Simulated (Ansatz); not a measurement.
# Manganese, beta-Sn type under revPBE: from relaxation to bulk modulus

Aim: take manganese in the beta-Sn type structure, relax it, solve it on a dense k-mesh, then scale the cell to 7 volumes from 88 to 112 % of the relaxed one and try a fit of the equation of state. Spin polarisation is left out, though the real metal is magnetic, so this state lies above the ground state. The k-meshes are 14×14×10 for the relaxation; 24×24×13 for the dense run; 16×16×9 for the volumes.

Computed with Ansatz 0.2.0 (DFT revPBE, plane waves (420 eV) with PAW, scalar-relativistic; PBE-made PAW files, unless a step says otherwise).

### 1 Starting point

Symmetry: I4_1/amd, No. 141, tetragonal system. Conventional cell: a = 4.488 Å, b = 4.488 Å, c = 2.450 Å, α = 90.00°, β = 90.00°, γ = 90.00°. Around Mn (site symmetry -4m2) lie 6 Mn at 2.33 to 2.45 Å.

Coordinates:

```cif
data_structure
_symmetry_space_group_name_H-M 'P 1'
_symmetry_Int_Tables_number 1
_cell_length_a 3.4016
_cell_length_b 3.4016
_cell_length_c 3.4016
_cell_angle_alpha 97.454
_cell_angle_beta 97.454
_cell_angle_gamma 137.779
_cell_volume 24.67
loop_
_atom_site_label
_atom_site_type_symbol
_atom_site_fract_x
_atom_site_fract_y
_atom_site_fract_z
_atom_site_occupancy
Mn1 Mn 0.00000 0.00000 0.00000 1
Mn2 Mn 0.75000 0.25000 0.50000 1
```

### 2 Geometry optimisation

Input file input.yaml:

```yaml
crystal:
  lattice:
    - [-2.2438589898, 2.2438589898, 1.2251470084]
    - [2.2438589898, -2.2438589898, 1.2251470084]
    - [2.2438589898, 2.2438589898, -1.2251470084]
  atoms:
    - { symbol: Mn, position: [0.0, 0.0, 0.0] }
    - { symbol: Mn, position: [0.75, 0.25, 0.5] }
hamiltonian:
  xc: revpbe
  pseudopotentials:
    kind: paw
    azcp:
      Mn: "pseudopotentials/Mn.paw.azcp"
basis:
  ecutwfc: 420
  fft_grid_basis: typed
kpoints:
  mp_grid: { grid: [14, 14, 10], shift: [0, 0, 0] }
magnetization:
  spin_polarized: false
scf:
  occupations: { method: fermi_dirac, width: 0.1 }
relax:
  max_steps: 60
  f_tol: 0.01
  cell: {}
```

Further steps of the session: Single point on a dense mesh; Volume × 0.88; Volume × 0.92; Volume × 0.96; Volume × 1.0; Volume × 1.04; Volume × 1.08; Volume × 1.12.

What does the calculation give? Wanted: space group; conventional cell; volume; shortest distance; gap on the mesh; relative to alpha-Mn; highest ELF outside the cores; V₀, B₀, B₀′.

As calculated:

```
                                 quantity                                   value
           space group (spins left aside)                      P6_3/mmc (No. 194)
                        conventional cell  a = 2.496 Å, c = 4.033 Å (c/a = 1.616)
                                   volume                          10.878 Å³/atom
                        shortest distance                                 2.478 Å
                          gap on the mesh            none (levels filled in part)
relative to alpha-Mn (A12), ferrimagnetic                            +89 meV/atom
            highest ELF outside the cores      0.46, 1.44 Å from the nearest atom
                              V₀, B₀, B₀′            10.858 Å³/atom, 269 GPa, 4.4
```

**Reading.** The relaxation shrank the cell by 11.8 % in volume. The cell has left its prototype: it ends as hcp. What follows belongs to that structure, not to the type named at the start. The mesh has less symmetry than the lattice, which may have let the distortion in. Against the reference form of manganese (alpha-Mn (A12), ferrimagnetic, computed apart with the same settings) it stands 89 meV/atom higher; part of this is magnetic energy, as this run has no moments. No gap shows: it is a metal or semimetal at this level. B₀ comes out at 269 GPa; letting shape and positions relax at each volume could only lower it.
